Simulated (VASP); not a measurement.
Write the native input for VASP 6.6.1 that does the following.

```
Task                   : relaxation of cell and atoms
Functional             : PBE
Dispersion             : D3(BJ)
Potentials or basis    : VASP PAW PBE potentials, release 64 (Mo_sv)
Cutoff                 : 600 eV
k mesh                 : 16 × 16 × 16
Occupations            : methfessel-paxton, width 0.1 eV
Spin                   : no spin polarisation
Further INCAR settings : ALGO = Normal; EDIFF = 1e-07; IBRION = 2; EDIFFG = -0.005; NSW = 90; ISIF = 3
```

The structure of Mo lies in POSCAR:

```
Mo                                      
1.0
   -1.5659287696      1.5659287696      1.5659287696
    1.5659287696     -1.5659287696      1.5659287696
    1.5659287696      1.5659287696     -1.5659287696
  Mo            
     1
Direct
     0.0000000000000000    0.0000000000000000    0.0000000000000000
```

The input as run:

INCAR

```
SYSTEM = Mo
  ALGO = Normal
  EDIFF = 1E-7
  EDIFFG = -0.005
  ENCUT = 600
  GGA = PE
  IBRION = 2
  ISIF = 3
  ISMEAR = 1
  IVDW = 12
  LASPH = .True.
  LCHARG = .False.
  LREAL = .False.
  LWAVE = .False.
  NELM = 80
  NSW = 90
  PREC = Accurate
  SIGMA = 0.1
```

KPOINTS

```
k-points
0
Gamma
  16 16 16
  0 0 0
```

Potentials or basis: VASP PAW PBE potentials, release 64 (Mo_sv).

Run with:

```bash
$ cat potpaw_PBE.64/Mo_sv/POTCAR > POTCAR
$ mpirun -np 1 vasp_std > vasp.out
```

Results of the run:

* Relaxed volume: 15.35 Å³/atom
* Relaxed cell: a = 2.712 Å, b = 2.712 Å, c = 2.712 Å, α = 109.47°, β = 109.47°, γ = 109.47°
* Space group after relaxing (to 0.05 Å): Im-3m (No. 229)
* Energy gained by relaxing: 0.0 meV/atom
* Ionic steps: 3
* Pressure after relaxing: 0.0 GPa
* Band gap on the k mesh: none (metal or under the smearing width)
* Dispersion energy per atom: -0.727 eV

Caveat: pairwise dispersion overbinds metals, which lowers pressure and volume.

Wall time 30 s on 1 thread of Intel(R) Xeon(R) Platinum 8259CL CPU @ 2.50GHz (Skylake/Cascade Lake), with other jobs on the host, peak memory 0.17 GiB.
